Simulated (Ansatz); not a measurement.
# InP: the cost of one run

Program: Ansatz 0.2.0. Level of theory: DFT PBE, scalar-relativistic. These are calculated values, not measurements.

### Step 1. The structure to begin with

The structure is cubic, space group Fm-3m (No. 225). Conventional cell: a = 5.710 Å, b = 5.710 Å, c = 5.710 Å, α = 90.00°, β = 90.00°, γ = 90.00°. In (site symmetry m-3m) has 6 P at 2.85 Å as nearest neighbours. P (site symmetry m-3m) has 6 In at 2.85 Å as nearest neighbours.

Coordinates:

```
CELL_PARAMETERS angstrom
0.00000 2.85500 2.85500
2.85500 0.00000 2.85500
2.85500 2.85500 0.00000
ATOMIC_POSITIONS crystal
In 0.00000 0.00000 0.00000
P 0.50000 0.50000 0.50000
```

Atoms are numbered in the order of the input: In1, P2.

### Step 2. The deformed structure

Space group Fm-3m before, I4/mmm after.

### Step 3. LAPW, all electrons

File input.yaml:

```yaml
crystal:
  lattice:
    - [0.0, 2.82645, 2.855]
    - [2.82645, 0.0, 2.855]
    - [2.82645, 2.82645, 0.0]
  atoms:
    - { symbol: In, position: [0.0, 0.0, 0.0] }
    - { symbol: P, position: [0.5, 0.5, 0.5] }
kpoints:
  mp_grid: { grid: [11, 11, 11] }
  band_path:
    path:
      - [0.0, 0.0, 0.0]
      - [0.0, 0.5, 0.5]
      - [0.25, 0.75, 0.5]
      - [0.0, 0.5, 0.0]
      - [0.0, 0.0, 0.0]
      - [0.5, 0.5, 0.0]
      - [0.3725125, 0.6274875, 0.0]
      - [-0.3725125, 0.3725125, 0.0]
      - [0.0, 0.0, 0.0]
    npoints: 5
scf:
  occupations: { method: fermi_dirac, width: 0.03 }
hamiltonian:
  xc: pbe
  pseudopotentials: { kind: all_electron, lapw: { basis_error: 0.00025 } }
output:
  forces: true
  stress: true
  eigenvalues: true
```

The run is started by

```sh
> ansatz run input.yaml --threads 1 --pin off --max-ram 3072MiB --backend cpu --events-out ev --progress --plain --runs-dir out
```

What time and memory should one allow on 1 thread of Arm Neoverse V2, shared host?

About 28 s, with a peak of 0.5 GiB.
